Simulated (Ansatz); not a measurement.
# W: convergence with the PAW cutoff

How much do the results for W depend on the PAW cutoff?

Program: Ansatz 0.2.0. Level of theory: DFT, PBE, PAW with Ansatz's default frozen-core files, scalar-relativistic. These are calculated values, not measurements.

## 1. The system as given

It takes space group Fm-3m (No. 225, cubic). The conventional cell has a = 4.060 Å, b = 4.060 Å, c = 4.060 Å, α = 90.00°, β = 90.00°, γ = 90.00°. W (site symmetry m-3m) is surrounded by 12 W at 2.87 Å.

Structure file:

```
W
1.0
     0.00000    2.03000    2.03000
     2.03000    0.00000    2.03000
     2.03000    2.03000    0.00000
W
1
Direct
  0.00000 0.00000 0.00000
```

The geometry is a database entry used as it stands. It may stem from high pressure or temperature, or be incomplete, so it serves as a test cell.

## 2. With PAW files, cutoff 150 eV

input.yaml

```yaml
crystal:
  lattice:
    - [0.0, 2.03, 2.03]
    - [2.03, 0.0, 2.03]
    - [2.03, 2.03, 0.0]
  atoms:
    - { symbol: W, position: [0.0, 0.0, 0.0] }
kpoints:
  mp_grid: { grid: [14, 14, 14] }
scf:
  occupations: { method: fermi_dirac, width: 0.05 }
hamiltonian:
  xc: pbe
  pseudopotentials: { kind: paw }
output:
  forces: true
  stress: true
  eigenvalues: true
  efg: { contact_densities: true }
basis:
  ecutwfc: 150
```

The program printed, shortened:

```text
Warning: basis.ecutwfc = 150 eV is below the records' recommended 420 eV, and the density's cutoff is lower with it unless basis.ecutrho_ratio is high enough to keep the records' density cutoff: compare with a run at a higher cutoff
W: output.efg is read without spin–orbit coupling, which moves field gradients at and beside such atoms by some per cent and up to a factor of two; PAW files take it under magnetization.noncollinear and magnetization.spin_orbit
[...]
Pseudopotentials: kind: paw
Pseudopotential: W, paw, valence charge 14, recommended cutoff 420 eV (normal)
Functional definition: PBE
[...]
Crystal: 1 atoms, lattice volume = 16.731 Å³
Basis set: ecut = 150 eV, 65 PW (Γ), exchange–correlation on 24×24×24 points (8 copies of the dense FFT grid, shifted against one another)
Bands: 11, of which v1, the nominal top of the filled ones, is band 7 counted from 1 (6 counted from 0)
Symmetry: 48 space group operations
Space group: Fm-3m (ITA 225), of the structure as read, at distance tolerance 2.6e-5 Å
k-points: 104 of 2744
[...]
SCF iter   1: F=—  HF=-10367.071910 eV  |F-HF|=—  |Δ(HF+E_count)|=         —  Δρ=1.99e-1  dr2=3.79e0  ethr=1.77e-3  ⟨swp⟩=4.1  Hψ=5850  notcnv=0
[...]
SCF iter   6: F=-10364.928310 eV  HF=-10364.928310 eV  |F-HF|=6.48e-10  |Δ(HF+E_count)|=   1.75e-8  Δρ=4.34e-6  dr2=1.09e-9  ethr=6.97e-10  ⟨swp⟩=2.1  Hψ=3549  notcnv=0
[...]
SCF converged after 6 iterations
Free energy (F): -10364.928310 eV
[...]
E sigma→0 (E₀):  -10364.923399 eV
Entropy (-TS):   -0.009823 eV (-9.823 meV/atom)
Fermi energy:    21.449022 eV
[...]
--- Forces (eV/Å), atoms counted from 1 ---
  atom   1  W      0.00000000     0.00000000    -0.00000000
[...]
--- Stress (GPa, compression-positive) ---
      -58.453640       0.000000      -0.000000
        0.000000     -58.453640      -0.000000
        0.000000       0.000000     -58.453640
  P = ⅓ Tr σ = -58.4536 GPa (-584.536 kbar)
--- PAW observables at the nuclei: V_zz in 10²¹ V/m², potentials from the cell's mean, atoms counted from 1 ---
  atom   1  W  V_zz =    +0.000000   η = 0.0000   by run symmetry: forbidden
            electrostatic potential = -14804.778817 V   contact ρ = 8822183.699190 e/Å³
--- Band table (eV; the first three rows and the last of 104) ---
  k-point 0: bands = ["-57.2047", "-17.4377", "-17.4377", "-17.4377", "12.0705", "21.0188", "21.0188", "21.0188", "23.5984", "23.5984", "34.0801"]
[...]
```

Run time: 2 s. Hardware: 1 thread, shared host.

This run gives: pressure -58.45 GPa; no gap.

## 3. With PAW files, cutoff 250 eV

Changes to input.yaml since step 2:

```diff
@@ -20,2 +20,2 @@
 basis:
-  ecutwfc: 150
+  ecutwfc: 250
```

The program printed, shortened:

```text
Warning: basis.ecutwfc = 250 eV is below the records' recommended 420 eV, and the density's cutoff is lower with it unless basis.ecutrho_ratio is high enough to keep the records' density cutoff: compare with a run at a higher cutoff
W: output.efg is read without spin–orbit coupling, which moves field gradients at and beside such atoms by some per cent and up to a factor of two; PAW files take it under magnetization.noncollinear and magnetization.spin_orbit
[...]
[... 3 set-up lines as earlier in the session ...]
[...]
Crystal: 1 atoms, lattice volume = 16.731 Å³
Basis set: ecut = 250 eV, 169 PW (Γ), exchange–correlation on 30×30×30 points (8 copies of the dense FFT grid, shifted against one another)
Bands: 11, of which v1, the nominal top of the filled ones, is band 7 counted from 1 (6 counted from 0)
[... 1 set-up line as earlier in the session ...]
[...]
SCF iter   6: F=-10383.860259 eV  HF=-10383.860259 eV  |F-HF|=3.64e-12  |Δ(HF+E_count)|=  8.00e-10  Δρ=3.84e-7  dr2=8.94e-12  ethr=7.39e-11  ⟨swp⟩=2.0  Hψ=3268  notcnv=0
[...]
SCF converged after 6 iterations
Free energy (F): -10383.860259 eV
[...]
E sigma→0 (E₀):  -10383.854991 eV
Entropy (-TS):   -0.010535 eV (-10.535 meV/atom)
Fermi energy:    20.818649 eV
[...]
--- Forces (eV/Å), atoms counted from 1 ---
  atom   1  W     -0.00000000    -0.00000000     0.00000000
[...]
--- Stress (GPa, compression-positive) ---
       -4.369314       0.000000       0.000000
        0.000000      -4.369314      -0.000000
        0.000000       0.000000      -4.369314
  P = ⅓ Tr σ = -4.3693 GPa (-43.693 kbar)
--- PAW observables at the nuclei: V_zz in 10²¹ V/m², potentials from the cell's mean, atoms counted from 1 ---
  atom   1  W  V_zz =    +0.000000   η = 0.0000   by run symmetry: forbidden
            electrostatic potential = -14818.748709 V   contact ρ = 8822114.542458 e/Å³
--- Band table (eV; the first three rows and the last of 104) ---
  k-point 0: bands = ["-53.0103", "-16.6271", "-16.6271", "-16.6271", "11.9517", "20.2696", "20.2696", "20.2696", "23.2972", "23.2972", "33.6060"]
[...]
```

Run time: 2.1 s. Hardware: 1 thread, shared host.

Result: pressure -4.37 GPa; no gap.

## 4. With PAW files, cutoff 500 eV

Changes to input.yaml since step 3:

```diff
@@ -20,2 +20,2 @@
 basis:
-  ecutwfc: 250
+  ecutwfc: 500
```

The program printed, shortened:

```text
W: output.efg is read without spin–orbit coupling, which moves field gradients at and beside such atoms by some per cent and up to a factor of two; PAW files take it under magnetization.noncollinear and magnetization.spin_orbit
[...]
[... 3 set-up lines as earlier in the session ...]
[...]
Crystal: 1 atoms, lattice volume = 16.731 Å³
Basis set: ecut = 500 eV, 411 PW (Γ), exchange–correlation on 48×48×48 points (8 copies of the dense FFT grid, shifted against one another)
Bands: 11, of which v1, the nominal top of the filled ones, is band 7 counted from 1 (6 counted from 0)
[... 2 set-up lines as earlier in the session ...]
k-points: 104 of 2744
[...]
SCF converged after 6 iterations
Free energy (F): -10384.342042 eV
[...]
E sigma→0 (E₀):  -10384.336716 eV
Entropy (-TS):   -0.010653 eV (-10.653 meV/atom)
Fermi energy:    20.806530 eV
[...]
--- Forces (eV/Å), atoms counted from 1 ---
  atom   1  W     -0.00000000    -0.00000000    -0.00000000
[...]
--- Stress (GPa, compression-positive) ---
       -4.670764       0.000000       0.000000
        0.000000      -4.670764       0.000000
        0.000000      -0.000000      -4.670764
  P = ⅓ Tr σ = -4.6708 GPa (-46.708 kbar)
--- PAW observables at the nuclei: V_zz in 10²¹ V/m², potentials from the cell's mean, atoms counted from 1 ---
  atom   1  W  V_zz =    -0.000000   η = 0.0000   by run symmetry: forbidden
            electrostatic potential = -14819.737843 V   contact ρ = 8822110.553669 e/Å³
--- Band table (eV; the first three rows and the last of 104) ---
  k-point 0: bands = ["-52.8079", "-16.5010", "-16.5010", "-16.5010", "11.9387", "20.2813", "20.2813", "20.2813", "23.3247", "23.3247", "33.5811"]
[...]
```

It took 2.9 s on 1 thread, shared host.

Read from it: pressure -4.67 GPa; no gap.

## 5. With PAW files, cutoff 600 eV

Changes to input.yaml since step 4:

```diff
@@ -20,2 +20,2 @@
 basis:
-  ecutwfc: 500
+  ecutwfc: 600
```

The program printed, shortened:

```text
W: output.efg is read without spin–orbit coupling, which moves field gradients at and beside such atoms by some per cent and up to a factor of two; PAW files take it under magnetization.noncollinear and magnetization.spin_orbit
[...]
[... 3 set-up lines as earlier in the session ...]
[...]
Crystal: 1 atoms, lattice volume = 16.731 Å³
Basis set: ecut = 600 eV, 537 PW (Γ), exchange–correlation on 48×48×48 points (8 copies of the dense FFT grid, shifted against one another)
Bands: 11, of which v1, the nominal top of the filled ones, is band 7 counted from 1 (6 counted from 0)
[... 2 set-up lines as earlier in the session ...]
k-points: 104 of 2744
[...]
SCF converged after 6 iterations
Free energy (F): -10384.342192 eV
[...]
E sigma→0 (E₀):  -10384.336865 eV
Entropy (-TS):   -0.010654 eV (-10.654 meV/atom)
Fermi energy:    20.806509 eV
[...]
--- Forces (eV/Å), atoms counted from 1 ---
  atom   1  W     -0.00000000    -0.00000000     0.00000000
[...]
--- Stress (GPa, compression-positive) ---
       -4.672244       0.000000       0.000000
        0.000000      -4.672244       0.000000
        0.000000       0.000000      -4.672244
  P = ⅓ Tr σ = -4.6722 GPa (-46.722 kbar)
--- PAW observables at the nuclei: V_zz in 10²¹ V/m², potentials from the cell's mean, atoms counted from 1 ---
  atom   1  W  V_zz =    -0.000000   η = 0.0000   by run symmetry: forbidden
            electrostatic potential = -14819.740214 V   contact ρ = 8822110.524172 e/Å³
--- Band table (eV; the first three rows and the last of 104) ---
  k-point 0: bands = ["-52.8080", "-16.5010", "-16.5010", "-16.5010", "11.9386", "20.2813", "20.2813", "20.2813", "23.3247", "23.3247", "33.5810"]
[...]
```

Run time: 2.9 s. Hardware: 1 thread, shared host.

In short: pressure -4.67 GPa; no gap.

## 6. With PAW files, cutoff 800 eV

Changes to input.yaml since step 5:

```diff
@@ -20,2 +20,2 @@
 basis:
-  ecutwfc: 600
+  ecutwfc: 800
```

The program printed, shortened:

```text
W: output.efg is read without spin–orbit coupling, which moves field gradients at and beside such atoms by some per cent and up to a factor of two; PAW files take it under magnetization.noncollinear and magnetization.spin_orbit
[...]
[... 3 set-up lines as earlier in the session ...]
[...]
Crystal: 1 atoms, lattice volume = 16.731 Å³
Basis set: ecut = 800 eV, 869 PW (Γ), exchange–correlation on 54×54×54 points (8 copies of the dense FFT grid, shifted against one another)
Bands: 11, of which v1, the nominal top of the filled ones, is band 7 counted from 1 (6 counted from 0)
[... 2 set-up lines as earlier in the session ...]
k-points: 104 of 2744
[...]
SCF converged after 6 iterations
Free energy (F): -10384.342269 eV
[...]
E sigma→0 (E₀):  -10384.336942 eV
Entropy (-TS):   -0.010654 eV (-10.654 meV/atom)
Fermi energy:    20.806492 eV
[...]
--- Forces (eV/Å), atoms counted from 1 ---
  atom   1  W     -0.00000000    -0.00000000    -0.00000000
[...]
--- Stress (GPa, compression-positive) ---
       -4.673168       0.000000       0.000000
        0.000000      -4.673168      -0.000000
        0.000000       0.000000      -4.673168
  P = ⅓ Tr σ = -4.6732 GPa (-46.732 kbar)
--- PAW observables at the nuclei: V_zz in 10²¹ V/m², potentials from the cell's mean, atoms counted from 1 ---
  atom   1  W  V_zz =    +0.000000   η = 0.0000   by run symmetry: forbidden
            electrostatic potential = -14819.739290 V   contact ρ = 8822110.500453 e/Å³
--- Band table (eV; the first three rows and the last of 104) ---
  k-point 0: bands = ["-52.8081", "-16.5011", "-16.5011", "-16.5011", "11.9386", "20.2813", "20.2813", "20.2813", "23.3247", "23.3247", "33.5809"]
[...]
```

Run time: 3.7 s. Hardware: 1 thread, shared host.

Read from it: pressure -4.67 GPa; no gap.

## 7. The sweep in one table

| cutoff (eV) | energy from the last row (meV/atom) | pressure (GPa) | SCF cycles, all passes | time |
| --- | --- | --- | --- | --- |
| 150 | 19413.54 | -58.45 | 6 | 2 s |
| 250 | 481.95 | -4.37 | 6 | 2.1 s |
| 500 | 0.23 | -4.67 | 6 | 2.9 s |
| 600 | 0.08 | -4.67 | 6 | 2.9 s |
| 800 | 0.00 | -4.67 | 6 | 3.7 s |

Energies are those extrapolated to zero smearing.

## 8. Summary of results

| quantity | value |
| --- | --- |
| energy error of the loosest run (PAW) | 19413.5 meV/atom |
| within 1 meV/atom from | cutoff 500 eV |
| pressure, lowest to highest (PAW) | -58.45 to -4.37 GPa |

**Reading.** At the loosest setting in the table the energy misses the tightest run by 19413.5 meV/atom; from cutoff 500 eV on, all lie within 1 meV/atom of it. The energy falls at every step, as a growing basis should make it. The pressure spans 54.08 GPa (PAW). Spin-orbit coupling is left out, though the cell holds W; in elements this heavy it can shift bands and gaps by tenths of an eV.
